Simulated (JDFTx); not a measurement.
# Ge under changes of volume

One of the cells (22.833 Å³/atom); the others are scaled copies at fixed shape and fractional positions:

```
CELL_PARAMETERS angstrom
3.99759 0.00000 0.00000
-1.99879 3.46201 0.00000
0.00000 0.00000 6.59938
ATOMIC_POSITIONS crystal
Ge 0.33333 0.66667 0.93710
Ge 0.66667 0.33333 0.43710
Ge 0.33333 0.66667 0.56290
Ge 0.66667 0.33333 0.06290
```

This isn't the form of Ge at room conditions, which is diamond.

- Program: JDFTx 1.7.0 (patched build)
- Functional: PBEsol
- Potentials or basis: PseudoDojo-SR-PBEsol-0.4.1-standard with smoothed tails
- Cutoff: 1061 eV
- Density cutoff: 8490 eV
- k mesh: 8 × 8 × 4
- Occupations: fermi-dirac, width 0.05 eV
- Spin: no spin polarisation

| volume (Å³/atom) | energy over the lowest point (meV/atom) | pressure (GPa) | largest force (eV/Å) |
| --- | --- | --- | --- |
| 21.463 | 19.02 | 4.7 | 0.024 |
| 21.920 | 8.04 | 2.9 | 0.015 |
| 22.377 | 1.91 | 1.3 | 0.009 |
| 22.833 | 0.00 | 0.0 | 0.006 |
| 23.290 | 1.84 | -1.3 | 0.000 |
| 23.747 | ? | ? | ? |
| 24.203 | 15.46 | -3.4 | 0.019 |

Q: What does the run at 23.747 Å³/atom give?

A: Energy over the lowest point 7.12 meV/atom; pressure -2.4 GPa; largest force 0.010 eV/Å.

Worked out: A Birch-Murnaghan fit of order 3 (a polynomial in V^(-2/3)) to the other rows has its minimum at 22.83 Å³/atom with B0 = V·E''(V) = 67 GPa and B' = 4.6 at fixed shape and positions, which overstates the stiffness. It gives 7.15 meV/atom at 23.747 Å³/atom, against the run's 7.12, and -dE/dV = -2.4 GPa, against -2.4.

Energies are extrapolated to zero smearing.
